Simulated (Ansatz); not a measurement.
# MoS2: relaxing cell and atoms at 20 GPa, part 2 of 2

The start is MoS2, a database entry, slightly rescaled. Where does it settle when we relax cell and atoms at 20 GPa, and what is it like there?

Ansatz 0.2.0; DFT, PBE, with U_eff = 3.79 eV on Mo d, spin-orbit coupling, plane waves, PAW. Relaxing cell and atoms at 20 GPa. The steps go on from the part before.

## (4) The output, continued

Output, continued:

```text
relax step   3: F+E_penalty+E_count = -13517.61039304 eV  Δ(F+E_penalty+E_count) = +3.648e-1 eV  max|allowed force component| = 1.873e-1 eV/Å  Δτ_max = 0.0864 Å  P = +19.496 GPa  Ω = 90.531 Å³  energy of the carried Pulay correction = +2.385e-3 eV  (9 SCF iters, dr2 threshold 6.00e-7 eV, accepted)
[... 17 lines left out ...]
relax step   4: F+E_penalty+E_count = -13517.33901087 eV  Δ(F+E_penalty+E_count) = +2.714e-1 eV  max|allowed force component| = 6.564e-2 eV/Å  Δτ_max = 0.0525 Å  P = +21.314 GPa  Ω = 88.168 Å³  energy of the carried Pulay correction = +2.705e-3 eV  (8 SCF iters, dr2 threshold 6.00e-7 eV, accepted)
[... 18 lines left out ...]
relax step   5: F+E_penalty+E_count = -13517.49947372 eV  Δ(F+E_penalty+E_count) = -1.605e-1 eV  max|allowed force component| = 1.228e-3 eV/Å  Δτ_max = 0.0206 Å  P = +19.783 GPa  Ω = 89.354 Å³  energy of the carried Pulay correction = +2.544e-3 eV  (8 SCF iters, dr2 threshold 6.00e-7 eV, accepted)
[... 15 lines left out ...]
relax step   6: F+E_penalty+E_count = -13517.48276254 eV  Δ(F+E_penalty+E_count) = +1.671e-2 eV  max|allowed force component| = 8.781e-5 eV/Å  Δτ_max = 0.0019 Å  P = +19.990 GPa  Ω = 89.218 Å³  energy of the carried Pulay correction = +2.562e-3 eV  (6 SCF iters, dr2 threshold 4.87e-7 eV, accepted)
Basis set: ecut = 420 eV, 1717 PW (Γ), exchange–correlation on 48×48×150 points (8 copies of the dense FFT grid, shifted against one another)
Projection manifold: j_resolved (fully-relativistic pseudo-atomic orbitals)
Initial wavefunctions: pseudopotential atomic-orbital guess (no wavefunctions were taken with the density)
iter 1 solved again at ethr=1.52e-7 eV; its pass at ethr=3.10e-3 eV (dr2=7.92e-5 eV) is discarded
SCF iter   1: F=—  HF=-13517.480307 eV  |F-HF|=—  |Δ(HF+E_count)|=         —  Δρ=2.81e-4  dr2=8.97e-6  dr2_m=4.42e-11  ethr=1.52e-7  |M|=8.27e-7 ∫|m|=1.85e-5 μB  |m|>n=0.0e0 m-floor=0.0e0 τ_xc=1.1e-12 mc-row=0.0e0  β_m=0.30  ⟨swp⟩=3.5  Hψ=9581  notcnv=0
preconditioner: auto → Resta (q_TF=auto, 2.494 Å⁻¹)  ε∞=9.1  [insulator: Δε(μ)=0.315 eV  Ē_g=8.273 eV  σ=0.071 eV  W_gap=0.69  n_scr=26 (ndim 8)  ℏωp=23.6 eV  f_vac=0.000  D(μ)=0.14/eV (n_scr^D=0)  ε∞_Penn≈9.1]
spin=Noncollinear: Resta preconditioning applied to the charge; magnetization (m_x, m_y, m_z) channels mix plain (no charge-response kernel on spin).
SCF iter   2: F=—  HF=-13517.480308 eV  |F-HF|=—  |Δ(HF+E_count)|=   1.02e-6  Δρ=2.00e-4  dr2=4.45e-6  dr2_m=3.14e-11  ethr=1.73e-8  |M|=5.85e-7 ∫|m|=1.56e-5 μB  |m|>n=0.0e0 m-floor=0.0e0 τ_xc=8.6e-13 mc-row=0.0e0  β_m=0.65  ⟨swp⟩=1.0  Hψ=1280  notcnv=0
SCF iter   3: F=—  HF=-13517.480290 eV  |F-HF|=—  |Δ(HF+E_count)|=   1.77e-5  Δρ=8.81e-6  dr2=4.46e-8  dr2_m=4.44e-12  ethr=8.57e-9  |M|=3.20e-7 ∫|m|=6.38e-6 μB  |m|>n=0.0e0 m-floor=0.0e0 τ_xc=7.8e-13 mc-row=0.0e0  β_m=0.70  ⟨swp⟩=2.7  Hψ=2185  notcnv=0
SCF iter   4: F=—  HF=-13517.480290 eV  |F-HF|=—  |Δ(HF+E_count)|=   8.85e-9  Δρ=3.69e-6  dr2=4.86e-9  dr2_m=2.17e-12  ethr=8.58e-11  |M|=1.51e-7 ∫|m|=4.35e-6 μB  |m|>n=0.0e0 m-floor=0.0e0 τ_xc=2.9e-13 mc-row=0.0e0  β_m=0.78  ⟨swp⟩=2.1  Hψ=1788  notcnv=0
SCF iter   5: F=—  HF=-13517.480290 eV  |F-HF|=—  |Δ(HF+E_count)|=  9.11e-10  Δρ=1.23e-6  dr2=4.13e-10  dr2_m=7.47e-13  ethr=9.35e-12  |M|=6.30e-8 ∫|m|=2.53e-6 μB  |m|>n=0.0e0 m-floor=0.0e0 τ_xc=1.0e-13 mc-row=0.0e0  β_m=0.89  ⟨swp⟩=2.8  Hψ=2284  notcnv=0
SCF iter   6: F=-13517.480290 eV  HF=-13517.480290 eV  |F-HF|=1.09e-11  |Δ(HF+E_count)|=  1.35e-10  Δρ=2.31e-7  dr2=1.44e-11  dr2_m=1.73e-13  ethr=1.00e-12  |M|=5.25e-8 ∫|m|=1.21e-6 μB  |m|>n=0.0e0 m-floor=0.0e0 τ_xc=1.6e-15 mc-row=0.0e0  ⟨swp⟩=6.1  Hψ=5741  notcnv=0
the starting moments were not kept: the SCF closed with an absolute magnetisation of 1.2e-6 μB, where they sum to 4 μB in size (2 sites). That is at most 0.1 of that sum. Measured as dr2_m measures the in/out step, that magnetisation stands 2.2e-13 eV from none, at or under the dr2_threshold of 3.0e-10 eV: it is no larger than a step whose dr2_m would equal this threshold.
SCF 7 converged in 6 iterations: F = -13517.480290 eV  dr2 = 1.44e-11
relax step   7: F+E_penalty+E_count = -13517.48029048 eV  Δ(F+E_penalty+E_count) = +2.472e-3 eV  max|allowed force component| = 2.178e-4 eV/Å  Δτ_max = 0.0000 Å  P = +19.990 GPa  Ω = 89.218 Å³  stress off target by 3.31e-2 GPa  SCF on the basis re-selected at this cell (its energy is not comparable with the rows above)  (6 SCF iters)
basis re-selected at this cell: Δ(F+E_penalty+E_count) = +2.472e-3 eV, ΔP = -0.000 GPa vs the last step (what re-selecting the basis moved, of the pressure what is left beyond the Pulay correction that the steps carried, after the strain that the cell walked since its last selection, with what the two solves' SCF thresholds leave and, on support functions, any second-order correction that the steps lacked; it is no measure of the basis error at this ecutwfc). The dense FFT grid was sized anew with the basis: this SCF ran on 24×24×75 points, the steps before it on 24×24×90, so part of this shift can come from that change (see relax.cell in the input reference). This SCF's stress stands 3.31e-2 GPa from its target on what of the cell is left free (relax.cell.stress_tol is 5.00e-2 GPa) and its largest allowed force component is 2.18e-4 eV/Å (relax.f_tol is 3.00e-2 eV/Å): within both
SCF converged after 6 iterations
Magnetization: |M| = 0.0000 μB,  M = (-0.0000, +0.0000, +0.0000) μB
Absolute magnetization: 0.0000 μB (∫|m|, with the PAW one-centre terms)
  site 0: m = (-0.0000, -0.0000, +0.0000) μB, |m| = 0.0000 μB  (R = 0.97 Å)
  site 1: m = (+0.0000, -0.0000, +0.0000) μB, |m| = 0.0000 μB  (R = 0.97 Å)
  site 2: m = (+0.0000, -0.0000, -0.0000) μB, |m| = 0.0000 μB  (R = 0.97 Å)
  site 3: m = (+0.0000, -0.0000, -0.0000) μB, |m| = 0.0000 μB  (R = 0.97 Å)
  site 4: m = (-0.0000, +0.0000, -0.0000) μB, |m| = 0.0000 μB  (R = 0.97 Å)
  site 5: m = (-0.0000, +0.0000, -0.0000) μB, |m| = 0.0000 μB  (R = 0.97 Å)
Free energy (F): -13517.480290 eV
Harris-Foulkes:  -13517.480290 eV  (|F-HF|=1.09e-11)
Internal energy: -13517.477299 eV  (E = F + TS)
E sigma→0 (E₀):  -13517.478795 eV
Entropy (-TS):   -0.002991 eV (-0.499 meV/atom)
Fermi energy:    14.498405 eV
--- Per-component energies (eV) ---
  E_band       = -153.370770
  E_kinetic    = 1329.444365
  E_local      = -3072.628672  (includes V_loc(G=0)·N_el)
  E_nonlocal   = 399.368603
  E_hartree    = 1159.359189
  E_xc         = -763.604536
  E_vxc        = -819.066722  (∫ρ·V_xc dr)
  E_hubbard    = 9.341376  (on-site DFT+U / exact-exchange correction)
  E_vhub       = -1.324759  (the Hubbard potential's part of the band-sum identity)
  E_paw        = -8806.081339  (= ΣΔE_a)
  E_vpaw       = -307.882096  (= ΣTr[D̂ρ^β])
  E_aug_tail   = 0.000074  (compensation charges beyond the density's cutoff)
  E_ewald      = -3772.676360
  E_smearing   = -0.002991  (= −TS)
  E_closure    = 0.000000  (closes the sum)
  Σ components = -13517.480290   (vs F -13517.480290, Δ=0.00e0)
--- Hubbard shell moments (per corrected site; Tr N, ν in electrons; μ in μ_B) ---
  shell 0: Tr N=5.2790  μ_S=(-0.0000, -0.0000, +0.0000)  μ_L=(-0.0000, -0.0000, -0.0000)  μ=(-0.0000, -0.0000, +0.0000)  ν=0.0295 along (+0.000, -0.000, +1.000)
  shell 1: Tr N=5.2790  μ_S=(+0.0000, +0.0000, +0.0000)  μ_L=(+0.0000, +0.0000, -0.0000)  μ=(+0.0000, +0.0000, +0.0000)  ν=0.0295 along (+0.000, -0.000, +1.000)
--- Forces (eV/Å), atoms counted from 1 ---
  atom   1  Mo     0.00000000    -0.00000000     0.00000000
  atom   2  Mo    -0.00000000     0.00000000    -0.00000000
  atom   3  S      0.00000000     0.00000000    -0.00021781
  atom   4  S      0.00000000    -0.00000000    -0.00021781
  atom   5  S     -0.00000000     0.00000000     0.00021781
  atom   6  S      0.00000000    -0.00000000     0.00021781
  max |Σ_I F_I| component: 1.39e-17 eV/Å
--- Stress (GPa, compression-positive) ---
       20.001336       0.000000      -0.000000
       -0.000000      20.001336       0.000000
       -0.000000       0.000000      19.966876
  P = ⅓ Tr σ = 19.9898 GPa (199.898 kbar)
--- Band table (eV; the first three rows and the last of 20) ---
  k-point 0: bands = ["-47.1711", "-47.1711", "-47.1705", "-47.1705", "-22.8966", "-22.8966", "-22.8964", "-22.8964", "-20.5136", "-20.5136", "-20.5129", "-20.5129", "-20.2592", "-20.2592", "-20.2592", "-20.2592", "-1.8000", "-1.8000", "-0.8194", "-0.8194", "-0.7205", "-0.7205", "0.7724", "0.7724", "6.1002", "6.1002", "8.2101", "8.2101", "9.6489", "9.6489", "10.6954", "10.6954", "10.7384", "10.7384", "10.8291", "10.8291", "10.8774", "10.8774", "11.9925", "11.9925", "12.1331", "12.1331", "12.2319", "12.2319", "12.2838", "12.2838", "12.3361", "12.3361", "13.9532", "13.9532", "14.4296", "14.4296", "16.2957", "16.2957", "16.3259", "16.3259", "16.4551", "16.4551", "16.5421", "16.5421", "16.5663", "16.5663", "16.6300", "16.6300"]
  k-point 1: bands = ["-47.1708", "-47.1708", "-47.1708", "-47.1708", "-22.8965", "-22.8965", "-22.8965", "-22.8965", "-20.5132", "-20.5132", "-20.5132", "-20.5132", "-20.2592", "-20.2592", "-20.2592", "-20.2592", "-1.5269", "-1.5269", "-1.5269", "-1.5269", "0.2200", "0.2200", "0.2200", "0.2200", "6.9230", "6.9230", "6.9230", "6.9230", "10.7158", "10.7158", "10.7158", "10.7158", "10.8476", "10.8476", "10.8476", "10.8476", "11.1025", "11.1025", "11.1025", "11.1025", "12.1368", "12.1368", "12.1368", "12.1368", "12.2329", "12.2329", "12.2329", "12.2329", "14.2861", "14.2861", "14.2861", "14.2861", "16.3890", "16.3890", "16.3890", "16.3890", "16.4379", "16.4379", "16.4379", "16.4379", "16.7575", "16.7575", "16.7575", "16.7575"]
  k-point 2: bands = ["-47.1606", "-47.1606", "-47.1602", "-47.1602", "-22.9187", "-22.9187", "-22.9185", "-22.9185", "-20.5262", "-20.5262", "-20.5256", "-20.5256", "-20.3150", "-20.3150", "-20.3150", "-20.3150", "-1.5236", "-1.5236", "-0.5656", "-0.5656", "-0.5387", "-0.5387", "0.8523", "0.8523", "6.4088", "6.4088", "8.5038", "8.5038", "9.2988", "9.2988", "10.1813", "10.1813", "10.2990", "10.2990", "11.0258", "11.0258", "11.1178", "11.1178", "11.3090", "11.3090", "11.6558", "11.6558", "11.8866", "11.8866", "12.2438", "12.2438", "12.3409", "12.3409", "13.5601", "13.5601", "13.6572", "13.6572", "15.9720", "15.9720", "16.1382", "16.1382", "16.3722", "16.3722", "16.4729", "16.4729", "16.6403", "16.6403", "16.7506", "16.7506"]
  k-point 19: bands = ["-47.0952", "-47.0952", "-47.0952", "-47.0952", "-23.0958", "-23.0958", "-23.0632", "-23.0632", "-20.7320", "-20.7320", "-20.6756", "-20.6756", "-20.5524", "-20.5524", "-20.5409", "-20.5409", "1.1672", "1.1672", "1.1776", "1.1776", "1.3619", "1.3619", "1.4024", "1.4024", "7.4276", "7.4276", "7.4327", "7.4327", "7.7470", "7.7470", "7.7687", "7.7687", "8.7058", "8.7058", "8.7211", "8.7211", "9.4383", "9.4383", "9.4734", "9.4734", "10.8185", "10.8185", "10.8219", "10.8219", "11.2268", "11.2268", "11.2280", "11.2280", "13.0500", "13.0500", "13.2238", "13.2238", "15.5392", "15.5393", "15.5582", "15.5582", "16.3614", "16.3614", "16.3828", "16.3828", "17.0684", "17.0684", "17.2343", "17.2343"]
Occupation matrices written to <dir>
--- Relaxed structure (6 steps of the walk, 6 accepted, 1 SCFs on fresh bases) ---
  F+E_penalty+E_count = -13517.48029048 eV   max|allowed force component| = 2.178e-4 eV/Å   (the final SCF, on the basis selected at the relaxed cell)
  cell:  # Å, volume = 89.2180 Å³
    - [3.0463311104880404, -4.1112983176749335e-33, -4.6252106073843004e-33]
    - [-1.5231655552440202, 2.6382001300215028, 2.1642516042903702e-33]
    - [-1.1327144968151912e-32, -1.9989079355562193e-33, 11.101142823720913]
  atoms:
    - { symbol: Mo, position: [0.3333333333333333, 0.6666666666666666, 0.25] }
    - { symbol: Mo, position: [0.6666666666666667, 0.3333333333333333, 0.75] }
    - { symbol: S, position: [0.3333333333333333, 0.6666666666666666, 0.6083205290121204] }
    - { symbol: S, position: [0.6666666666666667, 0.3333333333333333, 0.10832052901212043] }
    - { symbol: S, position: [0.3333333333333333, 0.6666666666666666, 0.8916794709878796] }
    - { symbol: S, position: [0.6666666666666667, 0.3333333333333333, 0.3916794709878796] }
--- Löwdin populations: 6 sites ---
  site symbol       q [e]
     0     Mo     13.7746
     1     Mo     13.7746
     2      S      6.0064
     3      S      6.0064
     4      S      6.0064
     5      S      6.0064
  spilling = 0.008179 (of n_electrons = 52.000000)
--- Bader charges: 6 sites ---
  site symbol  charge [e]  shift [e]  m_x [muB]  m_y [muB]  m_z [muB]
     0     Mo      1.1661     0.0024     0.0000     0.0000     0.0000
     1     Mo      1.1661     0.0024     0.0000     0.0000     0.0000
     2      S     -0.5830     0.0012     0.0000     0.0000     0.0000
     3      S     -0.5830     0.0012     0.0000     0.0000     0.0000
     4      S     -0.5830     0.0012     0.0000     0.0000     0.0000
     5      S     -0.5831     0.0012     0.0000     0.0000     0.0000
  estimated error of the sums over rays = 7.7e-4 e
```

Wall time 8.1 min (2 threads, shared host); peak memory 1 GiB.

Step by step:

```csv
step,energy from step 1 (eV/cell),largest force component (eV/Å),pressure (GPa),volume (Å³)
1,0.0000,0.5908,3.27,110.15
2,0.5376,0.3895,15.28,95.97
3,0.9024,0.1873,19.50,90.53
4,1.1737,0.0656,21.31,88.17
5,1.0133,0.0012,19.78,89.35
6,1.0300,0.0001,19.99,89.22
7,1.0325,0.0002,19.99,89.22
```

Step 1 is the start. Step 7 repeats the geometry before on a plane-wave basis chosen anew for that cell, so the energy can jump there without any move; the table keeps such jumps.

| input's cell | before | after | change |
| --- | --- | --- | --- |
| a (Å) | 3.198 | 3.046 | -4.7 % |
| b (Å) | 3.198 | 3.046 | -4.7 % |
| c (Å) | 12.438 | 11.101 | -10.7 % |
| volume (Å³/atom) | 18.36 | 14.87 | -19.0 % |

The largest move, 0.21 Å, apart from the change of the cell, is shared by several atoms, S6 among them.

With a target pressure of 20 GPa the walk minimises the enthalpy, not the energy.

## (5) States by energy

Counts of states in windows (eV from the Fermi level; Gaussian smearing of 0.1 eV), total and projected:

```csv
from,to,total,Mo d,S p
-9.0,-8.0,0.12,0.03,0.08
-8.0,-7.0,2.29,0.63,1.50
-7.0,-6.0,3.82,1.05,2.55
-6.0,-5.0,3.51,1.02,2.18
-5.0,-4.0,4.59,1.73,2.48
-4.0,-3.0,4.86,1.81,2.69
-3.0,-2.0,5.32,1.73,3.29
-2.0,-1.0,3.03,1.51,1.36
-1.0,0.0,0.46,0.14,0.27
0.0,1.0,1.10,0.64,0.36
```

On the mesh the valence top lies at -0.07 eV and the conduction bottom at 0.25 eV on this scale. The bands computed are complete only to about 2.1 eV above the Fermi level.

## (6) Charges

Gathered by element (positive charge: electrons given up): Löwdin charges also hold the electrons that the projection spills.

```csv
element,atoms,Bader charge (e),Bader volume (Å³),Löwdin charge (e)
Mo,2,+1.17,11.8,+0.22
S,4,-0.58,16.4,-0.01
```

The Löwdin projection spills 0.8 % of the electrons and depends on the orbitals chosen; where it disagrees with Bader's partition, neither is an observable.

## (7) Maps of the fields

Maps in the plane spanned by a and b at height 0.750 along c (axes of the input's cell), one cell: a runs left to right (9 points from zero), b bottom to top (9 points), 120° apart. Near the nuclei they are pseudo-fields. The potential's zero is the program's own.

Valence density. Ten steps from '0' (0.20 e/Å³) to '9' (6.39 e/Å³), finer at the low end (step k begins (100^(k/10) - 1)/99 of the way up):
```
011222110
211111122
421112455
521125898
521258998
411489998
212599995
002588852
002455420
```

Electrostatic energy of an electron. Ten even steps from '0' (-79.90 eV) to '9' (15.50 eV):
```
999999999
999999999
899999877
799997434
799973113
899841014
999731137
999743479
999877899
```

Atoms within 0.2 Å of the plane, in fractions of a and b: Mo at (0.67, 0.33).

Scans along the contacts give these minima of the density:

```csv
contact,length (Å),minimum at (fraction),density (e/Å³)
Mo1–S4,2.360,0.50,0.653
```

## (8) Summary of results

What follows sums up all 2 parts.

| quantity | value |
| --- | --- |
| moves | 5 |
| largest move | 0.21 Å (S) |
| space group (0.01 Å), before / after | P6_3/mmc / P6_3/mmc |
| cell | a = 3.046 Å, b = 3.046 Å, c = 11.101 Å, α = 90.00°, β = 90.00°, γ = 120.00° |
| volume | 14.87 Å³/atom (-19.0 %) |
| pressure at the end | 19.99 GPa |
| gap (mesh) | 0.32 eV, indirect |
| least direct gap | 1.87 eV |
| Bader charges | Mo +1.17, S -0.58 e |
| moments | none |

The volume shrank by 19.0 %, and the largest move of an atom is 0.21 Å apart from the change of the cell. With 12 symmetry operations imposed, the end may be a saddle point towards distortions that break them. The levels show a gap of 0.32 eV, with the least direct gap at 1.87 eV; within 0.7 eV of the edges the states project mainly on S p (68 %) and Mo d (22 %) below and Mo d (58 %) and S p (33 %) above. Mo loses most charge (+1.17 e on average) and S gains most (-0.58 e). The spin density vanishes in this state.

Keep in mind: a band edge lies within two smearing widths of the Fermi level.
